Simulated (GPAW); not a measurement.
The system is Os.

```xyz
2
Lattice="2.7341 0.0000 0.0000 -1.3671 2.3678 0.0000 0.0000 0.0000 4.3197" Properties=species:S:1:pos:R:3 pbc="T T T"
Os    1.3671    0.7893    3.2398
Os    0.0000    1.5785    1.0799
```

Base run:

| Property | Result |
| --- | --- |
| Program | GPAW 26.7.0 |
| Functional | LDA |
| Potentials or basis | the program's PAW data sets (release 1.2.1) made for this functional |
| Cutoff | 600 eV |
| Basis | pw |
| k mesh | 8 × 8 × 5 |
| Occupations | fermi-dirac, width 0.05 eV |
| Spin | spin-orbit coupling, no magnetisation |

Its results: pressure -13.2 GPa.

Task: The run is repeated on the same cell with these changes: functional from LDA to RPBE. What comes out?

Result: Pressure 10.8 GPa.

RPBE binds less tightly than LDA, so the same cell stands under more pressure.

Caveats: spin-orbit coupling was added after a scalar SCF, so levels and gaps hold it while energy, forces, pressure and moments don't.
